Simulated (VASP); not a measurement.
# InP (F-43m) in VASP: a series of runs

The runs below take InP through single point, with PBEsol, PBE.

All numbers are computed with VASP 6.6.1; they aren't measurements. Logs are shortened: lines on timing, memory, paths and dates and some standing lists are left out, and cuts for length are marked.

**What was measured.**

From a printed reference work, data compilation, for a bulk crystal of InP at 1.6 K: band gap 1.4236 eV (direct).

How close the calculation comes is told below.

### 1 The crystal as given

Symmetry: F-43m, No. 216, cubic system. Conventional cell: a = 5.861 Å, b = 5.861 Å, c = 5.861 Å, α = 90.00°, β = 90.00°, γ = 90.00°. Around In (site symmetry -43m) lie 4 P at 2.54 Å. P (site symmetry -43m) has 4 In at 2.54 Å as nearest neighbours.

### 2 Single point, PBEsol

Input file INCAR:

```
SYSTEM = InP
PREC     = Accurate       ! precision mode
ENCUT    = 520            ! plane-wave cutoff, eV
EDIFF    = 1E-7           ! SCF threshold, eV
ISMEAR   = -1             ! smearing method
SIGMA    = 0.05           ! smearing width, eV
LREAL    = .False.        ! projectors in reciprocal space
LASPH    = .True.         ! aspherical terms in the spheres
NELM     = 100            ! most SCF steps
ALGO     = Normal         ! electronic algorithm
ISIF     = 2              ! what is computed and relaxed
LWAVE    = .False.        ! write WAVECAR
LCHARG   = .False.        ! write CHGCAR
GGA      = PS             ! functional
NBANDS   = 16             ! bands
```

Input file KPOINTS:

```
Automatic mesh
0
Gamma
  8 8 8
  0 0 0
```

Input file POSCAR:

```
InP
1.0
    0.0000000000      2.9305000000      2.9305000000
    2.9305000000      0.0000000000      2.9305000000
    2.9305000000      2.9305000000      0.0000000000
In P
1 1
Direct
    0.0000000000      0.0000000000      0.0000000000
    0.7500000000      0.7500000000      0.7500000000
```

Potentials or basis: VASP PAW PBE potentials, release 64 (In_d, P).

The run is started by

```bash
$ cat potpaw_PBE.64/In_d/POTCAR potpaw_PBE.64/P/POTCAR > POTCAR
$ mpirun -np 1 vasp_std > vasp.out
```

OUTCAR:

```text
SYSTEM = InP
   PREC = Accurate
   ENCUT = 520
   EDIFF = 1E-7
   ISMEAR = -1
   LREAL = .False.
   LASPH = .True.
   NELM = 100
   ISIF = 2
   GGA = PS

 ion  position               nearest neighbor table
   1  0.000  0.000  0.000-   2 2.54   2 2.54   2 2.54   2 2.54
   2  0.750  0.750  0.750-   1 2.54   1 2.54   1 2.54   1 2.54

  LATTYP: Found a face centered cubic cell.
 ALAT       =     5.8610000000

  Lattice vectors:

 A1 = (   0.0000000000,   2.9305000000,   2.9305000000)
 A2 = (   2.9305000000,   0.0000000000,   2.9305000000)
 A3 = (   2.9305000000,   2.9305000000,   0.0000000000)

Analysis of symmetry for initial positions (statically):
=====================================================================
 Subroutine PRICEL returns:
 Original cell was already a primitive cell.

 Routine SETGRP: Setting up the symmetry group for a
 face centered cubic supercell.

 Subroutine GETGRP returns: Found 24 space group operations
 (whereof 24 operations were pure point group operations)
 out of a pool of 48 trial point group operations.

The static configuration has the point symmetry T_d .

Analysis of symmetry for dynamics (positions and initial velocities):
=====================================================================
 Subroutine PRICEL returns:
 Original cell was already a primitive cell.

 Routine SETGRP: Setting up the symmetry group for a
 face centered cubic supercell.

 Subroutine GETGRP returns: Found 24 space group operations
 (whereof 24 operations were pure point group operations)
 out of a pool of 48 trial point group operations.

The dynamic configuration has the point symmetry T_d .

 Subroutine INISYM returns: Found 24 space group operations
 (whereof 24 operations are pure point group operations),
 and found     1 'primitive' translations

----------------------------------------------------------------------------------------

                                     Primitive cell

  volume of cell :      50.3333

  direct lattice vectors                    reciprocal lattice vectors
     0.000000000  2.930500000  2.930500000    -0.170619348  0.170619348  0.170619348
     2.930500000  0.000000000  2.930500000     0.170619348 -0.170619348  0.170619348
     2.930500000  2.930500000  0.000000000     0.170619348  0.170619348 -0.170619348

  length of vectors
     4.144352845  4.144352845  4.144352845     0.295521380  0.295521380  0.295521380

  position of ions in fractional coordinates (direct lattice)
     0.000000000  0.000000000  0.000000000
     0.750000000  0.750000000  0.750000000

  ion indices of the primitive-cell ions
   primitive index   ion index
                 1           1
                 2           2

----------------------------------------------------------------------------------------

 KPOINTS: Automatic mesh

Automatic generation of k-mesh.
 Grid dimensions read from file:
 generate k-points for:    8    8    8

 Generating k-lattice:

  Cartesian coordinates                     Fractional coordinates (reciprocal lattice)
    -0.021327419  0.021327419  0.021327419     0.125000000  0.000000000  0.000000000
     0.021327419 -0.021327419  0.021327419     0.000000000  0.125000000  0.000000000
     0.021327419  0.021327419 -0.021327419     0.000000000  0.000000000  0.125000000

  Length of vectors
     0.036940172  0.036940172  0.036940172

  Shift w.r.t. Gamma in fractional coordinates (k-lattice)
     0.000000000  0.000000000  0.000000000

 Subroutine IBZKPT returns following result:
 ===========================================

 Found     29 irreducible k-points:

 Following reciprocal coordinates:
            Coordinates               Weight
  0.000000  0.000000  0.000000      1.000000
  0.125000  0.000000  0.000000      8.000000
  0.250000  0.000000  0.000000      8.000000
  0.375000  0.000000  0.000000      8.000000
  0.500000  0.000000  0.000000      4.000000
  0.125000  0.125000  0.000000      6.000000
[... 16 lines left out ...]
  0.500000  0.250000  0.125000     48.000000
 -0.375000  0.250000  0.125000     24.000000
 [... further k-points ...]
   k-points           NKPTS =     29   k-points in BZ     NKDIM =     29   number of bands    NBANDS=     16
   number of dos      NEDOS =    301   number of ions     NIONS =      2
   total plane-waves  NPLWV =  32768
   dimension x,y,z NGX =    32 NGY =   32 NGZ =   32
   dimension x,y,z NGXF=    64 NGYF=   64 NGZF=   64
   ions per type =               1   1
   NGX,Y,Z   is equivalent  to a cutoff of  12.84, 12.84, 12.84 a.u.
   NGXF,Y,Z  is equivalent  to a cutoff of  25.67, 25.67, 25.67 a.u.
 SYSTEM =  InP
   PREC   = accura    normal or accurate (medium, high low for compatibility)
   ISTART =      0    job   : 0-new  1-cont  2-samecut
   ICHARG =      2    charge: 1-file 2-atom 10-const
   ISPIN  =      1    spin polarized calculation?
   LNONCOLLINEAR =      F non collinear calculations
   LSORBIT =      F    spin-orbit coupling
   LASPH  =      T    aspherical Exc in radial PAW
   ENCUT  =  520.0 eV  38.22 Ry    6.18 a.u.   7.71  7.71  7.71*2*pi/ulx,y,z
   NELM   =    100;   NELMIN=  2; NELMDL= -5     # of ELM steps
   EDIFF  = 0.1E-06   stopping-criterion for ELM
   LREAL  =      F    real-space projection
   EDIFFG = 0.1E-05   stopping-criterion for IOM
   NSW    =      0    number of steps for IOM
   IBRION =     -1    ionic relax: 0-MD 1-quasi-New 2-CG
   NFREE  =      0    steps in history (QN), initial steepest desc. (CG)
   ISIF   =      2    stress and relaxation
   ISYM   =      2    0-nonsym 1-usesym 2-fastsym
   POTIM  = 0.5000    time-step for ionic-motion
   TEBEG  =    0.0;   TEEND  =   0.0 temperature during run
   PSTRESS=    0.0 pullay stress
   NELECT =      18.0000    total number of electrons
   NUPDOWN=      -1.0000    fix difference up-down
   EMIN   =  10.00;   EMAX   =-10.00  energy-range for DOS
   EFERMI =   0.00;   METHOD = LEGACY
   ISMEAR =    -1;   SIGMA  =   0.05  broadening in eV -4-tet -1-fermi 0-gaus
   EFERMI_NEDOS =   21; number of points for ismear=-14 and -15
   IALGO  =     38    algorithm
   IMIX   =      4    mixing-type and parameters
     AMIX     =   0.40;   BMIX     =  1.00
     AMIX_MAG =   1.60;   BMIX_MAG =  1.00
  volume/ion in A,a.u.               =      25.17       169.83
  Fermi-wavevector in a.u.,A,eV,Ry     =   1.162021  2.195901 18.371846  1.350293
  Thomas-Fermi vector in A             =   2.298587
   LORBIT       =      0    0 simple, 1 ext, 2 COOP (PROOUT), +10 PAW based schemes
   GGA     = PS    functional components
   LHFCALC =     F    Hartree Fock is set to
   AEXX    =    0.0000 exact exchange contribution
   IVDW    =     0    specifies the selected vdW correction
   LEPSILON=     F    determine dielectric tensor
   LRPA    =     F    only Hartree local field effects (RPA)
 non-spin polarized calculation
  energy-cutoff  :      520.00
  volume of cell :       50.33
 maximum number of plane-waves:      1380
   NGX = 15   NGY = 15   NGZ = 15

 number of electron      18.0000005 magnetization

 Free energy of the ion-electron system (eV)
  ---------------------------------------------------
  ext. energy  EPLUGINS =         0.00000000
  ---------------------------------------------------
  free energy    TOTEN  =        -9.15385923 eV

  energy without entropy =       -9.15384773  energy(sigma->0) =       -9.15385348

 E-fermi :   5.4308     XC(G=0):  -9.4789

 val. band max:        5.0923702971   @ k =   0.0000   0.0000   0.0000
 cond. band min:       5.7069851190   @ k =   0.0000   0.0000   0.0000
 fundamental gap:      0.6146148219
 Fermi energy:         5.4307633308

 k-point     1 :       0.0000    0.0000    0.0000
  band No.  band energies     occupation
      1      -9.0577      2.00000
      2      -9.0577      2.00000
      3      -9.0577      2.00000
      4      -8.9030      2.00000
      5      -8.9030      2.00000
      6      -6.4559      2.00000
[... 8 lines left out ...]
     15      14.5221      0.00000
     16      14.5221      0.00000

 k-point     2 :       0.1250    0.0000    0.0000
  band No.  band energies     occupation
      1      -9.0772      2.00000
      2      -9.0501      2.00000
      3      -9.0501      2.00000
      4      -8.9030      2.00000
      5      -8.9030      2.00000
      6      -6.2756      2.00000
[... 8 lines left out ...]
     15      13.8466      0.00000
     16      14.2436      0.00000

 k-point     3 :       0.2500    0.0000    0.0000
  band No.  band energies     occupation
      1      -9.1216      2.00000
      2      -9.0340      2.00000
      3      -9.0340      2.00000
      4      -8.9005      2.00000
      5      -8.9005      2.00000
      6      -5.7716      2.00000
[... 8 lines left out ...]
     15      13.6150      0.00000
     16      14.0317      0.00000

 k-point     4 :       0.3750    0.0000    0.0000
  band No.  band energies     occupation
      1      -9.1631      2.00000
      2      -9.0219      2.00000
      3      -9.0219      2.00000
      4      -8.8936      2.00000
      5      -8.8936      2.00000
      6      -5.0943      2.00000
[... 8 lines left out ...]
     15      14.5555      0.00000
     16      14.5555      0.00000

 k-point     5 :       0.5000    0.0000    0.0000
  band No.  band energies     occupation
      1      -9.1796      2.00000
      2      -9.0182      2.00000
      3      -9.0182      2.00000
      4      -8.8894      2.00000
      5      -8.8894      2.00000
      6      -4.7053      2.00000
[... 8 lines left out ...]
     15      15.7026      0.00000
     16      15.7026      0.00000

 k-point     6 :       0.1250    0.1250    0.0000
  band No.  band energies     occupation
      1      -9.0913      2.00000
      2      -9.0427      2.00000
      3      -9.0427      2.00000
      4      -8.9093      2.00000
      5      -8.8978      2.00000
      6      -6.2162      2.00000
[... 8 lines left out ...]
     15      14.6643      0.00000
     16      14.6688      0.00000
[... 267 lines left out ...]
 k-point    21 :       0.5000    0.5000    0.0000
  band No.  band energies     occupation
      1      -9.2463      2.00000
      2      -8.9561      2.00000
      3      -8.9513      2.00000
      4      -8.9513      2.00000
      5      -8.8673      2.00000
      6      -4.0409      2.00000
[... 8 lines left out ...]
     15      15.8594      0.00000
     16      16.8601      0.00000

 k-point    22 :       0.3750    0.2500    0.1250
  band No.  band energies     occupation
      1      -9.1602      2.00000
      2      -9.0144      2.00000
      3      -9.0079      2.00000
      4      -8.9189      2.00000
      5      -8.8877      2.00000
      6      -5.3529      2.00000
[... 8 lines left out ...]
     15      15.2358      0.00000
     16      16.6004      0.00000

 k-point    23 :       0.5000    0.2500    0.1250
  band No.  band energies     occupation
      1      -9.1844      2.00000
      2      -9.0091      2.00000
      3      -8.9931      2.00000
      4      -8.9150      2.00000
      5      -8.8874      2.00000
      6      -4.7318      2.00000
[... 8 lines left out ...]
     15      15.8437      0.00000
     16      16.4231      0.00000

 k-point    24 :      -0.3750    0.2500    0.1250
  band No.  band energies     occupation
      1      -9.1933      2.00000
      2      -9.0086      2.00000
      3      -8.9880      2.00000
      4      -8.9089      2.00000
      5      -8.8899      2.00000
      6      -4.3832      2.00000
[... 8 lines left out ...]
     15      15.6898      0.00000
     16      16.3642      0.00000

 [... further k-points ...]

------------------------ aborting loop because EDIFF is reached ----------------------------------------

  FORCE on cell =-STRESS in cart. coord.  units (eV):
  Direction    XX          YY          ZZ          XY          YZ          ZX
  --------------------------------------------------------------------------------------
  -------------------------------------------------------------------------------------
  Total        0.1820816      0.1820816      0.1820816     -0.0000000      0.0000000      0.0000000
  in kB        5.7959076      5.7959076      5.7959076     -0.0000000      0.0000000      0.0000000
  external PRESSURE =       5.7959076 kB  Pullay stress =       0.0000000 kB

 VOLUME and BASIS-vectors are now :
 -----------------------------------------------------------------------------
  energy-cutoff  :      520.00
  volume of cell :       50.33
      direct lattice vectors                 reciprocal lattice vectors
     0.000000000  2.930500000  2.930500000    -0.170619348  0.170619348  0.170619348
     2.930500000  0.000000000  2.930500000     0.170619348 -0.170619348  0.170619348
     2.930500000  2.930500000  0.000000000     0.170619348  0.170619348 -0.170619348

 POSITION                                       TOTAL-FORCE (eV/Angst)
 -----------------------------------------------------------------------------------
      0.00000      0.00000      0.00000         0.000000      0.000000      0.000000
      4.39575      4.39575      4.39575        -0.000000     -0.000000     -0.000000
 -----------------------------------------------------------------------------------
    total drift:                                0.000000      0.000000     -0.000000

  FREE ENERGIE OF THE ION-ELECTRON SYSTEM (eV)
  ---------------------------------------------------
  free  energy   TOTEN  =        -9.1538592294 eV

  energy  without entropy=       -9.1538477256  energy(sigma->0) =       -9.15385348
```

Wall time 32 s (1 thread of AMD EPYC 7R43 (Zen 3), shared host); peak memory 0.15 GiB.

What came out:

```
Free energy            : -9.1539 eV
Pressure               : 0.6 GPa
Band gap on the k mesh : 0.61 eV, direct
```

Levels at points of the mesh, in eV from the valence-band top:
```tsv
k point	band 6	band 7	band 8	band 9	band 10	band 11	band 12	band 13
(0.00, 0.00, 0.00)	-11.55	0.00	0.00	0.00	0.61	4.02	4.02	4.02
(0.50, 0.00, 0.00)	-9.80	-5.80	-0.99	-0.99	1.40	4.74	4.74	6.95
(0.50, 0.50, 0.00)	-9.13	-5.82	-2.35	-2.35	1.63	2.16	9.09	9.53
```

Caveat: the PAW data sets were made with another functional, which shifts forces and pressure a little; spin-orbit coupling is left out, which moves the levels of the heavy elements.

(Part 1 of 2 ends here.)
